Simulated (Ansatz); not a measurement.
**H: where the heat goes in a short trajectory**

The calculation used DFT PBE, scalar-relativistic, plane waves, PAW (Ansatz 0.2.0). Cutoff 420 eV, shifted (0.5, 0.5, 0.5 steps) 2×2×2 k-points, Fermi–Dirac smearing of 0.16 eV. The mesh is coarse. No spin polarisation.

16 atoms start on the lattice sites below (V = 241.1 Å³, 1.06 times the source cell's; static pressure -0.09 GPa, largest force component 0.18 eV/Å) with velocities drawn for 1800 K; Langevin thermostat aiming at the same temperature, at which the real crystal may have melted, fixed cell, 150 steps of 0.5 fs.

```
H
1.0
    -3.36173    5.57053    0.00000
    -3.36173   -5.57053    0.00000
     3.36173    0.00000    6.43760
H
16
Direct
  0.71585 0.78366 0.99951
  0.71585 0.28366 0.99951
  0.21585 0.78366 0.99951
  0.21585 0.28366 0.99951
  0.28415 0.21634 0.00049
  0.28415 0.71634 0.00049
  0.78415 0.21634 0.00049
  0.78415 0.71634 0.00049
  0.53366 0.46585 0.49951
  0.53366 0.96585 0.49951
  0.03366 0.46585 0.49951
  0.03366 0.96585 0.49951
  0.46634 0.53415 0.50049
  0.46634 0.03415 0.50049
  0.96634 0.53415 0.50049
  0.96634 0.03415 0.50049
```

```
t (fs) T (K) kinetic energy (meV/atom) potential energy over the first frame (meV/atom) P with the kinetic part (GPa)
   0.0   1688                      218.1                                               0.0                           1.46
   5.0   1330                      171.9                                              26.4                           0.60
  10.0    908                      117.4                                              40.9                           0.44
  15.0   1398                      180.7                                              17.7                           1.90
  20.0   1786                      230.8                                              41.9                           0.95
  25.0   1540                      199.1                                              49.0                           1.58
  30.0   1379                      178.3                                              69.1                           0.94
  35.0   1109                      143.3                                              57.3                           0.39
  40.0   1247                      161.2                                              69.5                           1.72
  45.0   1314                      169.8                                              41.5                           1.49
  50.0   1627                      210.3                                              45.3                           2.13
  55.0   1119                      144.6                                             104.3                           0.40
  60.0   1536                      198.5                                              60.0                           1.61
  65.0   1690                      218.5                                              46.0                           1.23
  70.0   2189                      283.0                                              36.1                           1.62
  75.0   1641                      212.1                                              85.1                           1.39
```

T counts 3N degrees of freedom. Means over every step of the second half, not only the rows shown: T = 1488 K, kinetic energy 192.4 meV/atom, potential energy 62.5 meV/atom, P = 1.32 GPa.

**Question.** Does the potential energy follow equipartition for harmonic vibrations?

**Answer.** In a harmonic crystal each vibration holds as much potential as kinetic energy on average; T is counted on all 3N degrees of freedom here, and the thermostat also drives the centre of mass, which has no potential energy, so the share is (N − 1)/N of the kinetic energy, 180.4 meV/atom. The run has 62.5, a ratio of 0.35. The deficit can mean that molecules or loosely bound atoms move and turn almost freely (such motion stores little potential energy), that slow modes haven't yet taken up their share, that the thermostat is still feeding kinetic energy, or that the atoms found a lower arrangement than the start. So short a run gives a rough mean. T is still well under the temperature that the thermostat aims for.

**Question.** Split the rise of pressure into the kinetic part and the rest. Can a thermal Grüneisen parameter be estimated?

**Answer.** The program counts the kinetic part as N k_B T/V = 1.36 GPa. The pressure lies 1.41 GPa over the static one in all, so the forces add 0.05 GPa. The potential energy lies far under its harmonic share, so slow or unstable modes may dominate and no γ is drawn.

Cost: 1 run of about 4 core-minutes (earlier runs that led there not counted), on Arm Neoverse V1 (shared hosts).